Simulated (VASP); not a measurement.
Wanted: the native input for a VASP 6.6.1 run.

| Quantity | Value |
| --- | --- |
| Task | single point |
| Functional | PBEsol |
| Potentials or basis | VASP PAW PBE potentials, release 64 (Ti_sv, C) |
| Cutoff | 520 eV |
| k mesh | 11 × 11 × 11 |
| Occupations | gaussian, width 0.02 eV |
| Spin | no spin polarisation |
| Further INCAR settings | ALGO = Fast; EDIFF = 1e-06; NBANDS = 15 |

The structure of TiC lies in POSCAR:

```
TiC
1.0
    0.0000000000      2.1657188437      2.1657188437
    2.1657188437      0.0000000000      2.1657188437
    2.1657188437      2.1657188437      0.0000000000
Ti C
1 1
Direct
    0.0000000000      0.0000000000      0.0000000000
    0.5000000000      0.5000000000      0.5000000000
```

The cell is a database's computed one.

One way to write it, as run:

INCAR

```
PREC = Accurate ; ENCUT = 520
EDIFF = 1E-6 ; ISMEAR = 0
SIGMA = 0.02 ; LREAL = False
LASPH = True ; NELM = 60
ALGO = Fast ; ISIF = 2
LWAVE = False ; LCHARG = False
GGA = PS ; NBANDS = 15
```

KPOINTS

```
regular mesh
0
Gamma
  11 11 11
```

Potentials or basis: VASP PAW PBE potentials, release 64 (Ti_sv, C).

Run with:

```console
$ cat potpaw_PBE.64/Ti_sv/POTCAR potpaw_PBE.64/C/POTCAR > POTCAR
$ mpirun -np 1 vasp_std > vasp.out
```

Results of the run:

| Quantity | Value |
| --- | --- |
| Pressure | -6.4 GPa |
| Band gap on the k mesh | none (metal or under the smearing width) |

Caveat: the PAW data sets were made with another functional, which shifts forces and pressure a little.

It took 28 s on 1 thread of Intel(R) Xeon(R) Platinum 8559C (Emerald Rapids), on a shared host, peak memory 0.14 GiB.
